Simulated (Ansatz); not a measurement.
**Squeezing and stretching HfO2**

Reference cell: a structure deposited in the COD, ions relaxed with PBE at fixed cell.

Space group P2_1/c (No. 14); a = 5.1180, b = 5.1857, c = 5.2841 Å, β = 99.35°.

```csv
site,Wyckoff,site symmetry,x,y,z
Hf,4e,1,0.2767,0.0419,0.2081
O5,4e,1,0.4466,0.7584,0.4803
O9,4e,1,0.0726,0.3393,0.3389
```

One atom of each set is listed.

Method: Kohn–Sham DFT in Ansatz, PBE, plane waves and PAW, scalar-relativistic, 420 eV cutoff, Γ-centred 6×6×6 k-points, Fermi–Dirac smearing 0.02 eV.

The cell is scaled uniformly, and the ions relax again at each size.

| V/V₀ | pressure (GPa) | gap on the k-mesh (eV) |
| --- | --- | --- |
| 0.94 | 18.3 | 4.34 |
| 0.96 | 13.6 | 4.21 |
| 0.98 | 9.1 | 4.11 |
| 1.00 | 4.9 | 4.06 |
| 1.02 | ? | ? |
| 1.04 | -2.9 | 4.04 |
| 1.06 | -6.3 | 4.05 |

(1) Estimate the row at V/V₀ = 1.02, the equilibrium volume and the bulk modulus.

## Answers

(1) pressure (GPa): 0.9; gap on the k-mesh (eV): 4.04. Worked: a parabola in ln(V/V₀) through the other 6 rows gives 0.9 GPa there. It crosses zero pressure at V/V₀ = 1.025, the equilibrium volume of this functional, where the bulk modulus is B = −dP/d ln V = 195 GPa. The shape of the cell is held, so in this non-cubic crystal both values are those of uniform scaling, and B is an upper bound to the hydrostatic one. The gap doesn't follow a straight line in the volume: it is largest at V/V₀ = 0.94 (4.34 eV) and smallest at 1.02 (4.04 eV).

PBE gaps are too small, by a third to a half in many semiconductors; their changes with volume are better.
